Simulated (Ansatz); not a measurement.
# Wurtzite InN

Method: PBE-D4 (Ansatz, an electronic-structure program, plane waves, PAW).

Run with plane-wave cutoff 500 eV, 18×18×8 k mesh (along the axes of the cell as run), Fermi–Dirac smearing 0.05 eV, scalar-relativistic PAW data made under PBE.

Cell: relaxed at this level.

```yaml
equilibrium_volume_per_atom: 15.66 Å³/atom
lattice_constant_a: 3.550 Å
c axis length: 5.738 Å
band_gap: zero (no gap)
```

Measured, for comparison: band gap 0.77 eV (zero-point shift of 0.07 eV (the table's estimate, ZP (est)) added back here, E0, Γ; inputs from arXiv:2302.06325); equilibrium volume per atom 15.38 Å³/atom (300 K, no zero-point or thermal correction; as tabulated in Wikipedia's data pages); lattice constant a 3.537 Å (room temperature, no zero-point or thermal correction, our sources range from 3.533 to 3.545; as tabulated in Lucero et al. (2012), arXiv:1111.4515); lattice parameter c 5.703 Å (300 K, no zero-point or thermal correction; as tabulated in Vurgaftman et al. (2001), doi:10.1063/1.1368156). Computed (rounded) less measured: equilibrium volume per atom +1.8 %, lattice constant a +0.4 % (+0.1 % to +0.5 % over the range), lattice parameter c +0.6 %.

Spin–orbit coupling is not included.

The computed numbers hold no vibrational or temperature effects.

The result took about 110 core-seconds (a rough figure).
